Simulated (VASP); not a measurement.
SiC (Moissanite):

```
CELL_PARAMETERS angstrom
3.07600 0.00000 0.00000
-1.53800 2.66389 0.00000
0.00000 0.00000 5.04800
ATOMIC_POSITIONS crystal
Si 0.66667 0.33333 0.50000
Si 0.33333 0.66667 0.00000
C 0.66667 0.33333 0.88500
C 0.33333 0.66667 0.38500
```

A sound run:

* Program: VASP 6.6.1
* Task: dielectric tensor
* Functional: PBE
* Potentials or basis: VASP PAW PBE potentials, release 64 (Si, C)
* Cutoff: 800 eV
* k mesh: 12 × 12 × 6
* Occupations: gaussian, width 0.01 eV
* Spin: no spin polarisation

It gives band gap on the k mesh 2.32 eV, indirect (least direct gap 4.08 eV).

Task: What do these careless settings give instead: cutoff 460 eV in place of 800 eV; k mesh 8 × 8 × 4 in place of 12 × 12 × 6?

Result: Band gap on the k mesh 2.58 eV, indirect (least direct gap 4.08 eV). The run converged, but these numbers show the error of the settings and aren't properties of the crystal.
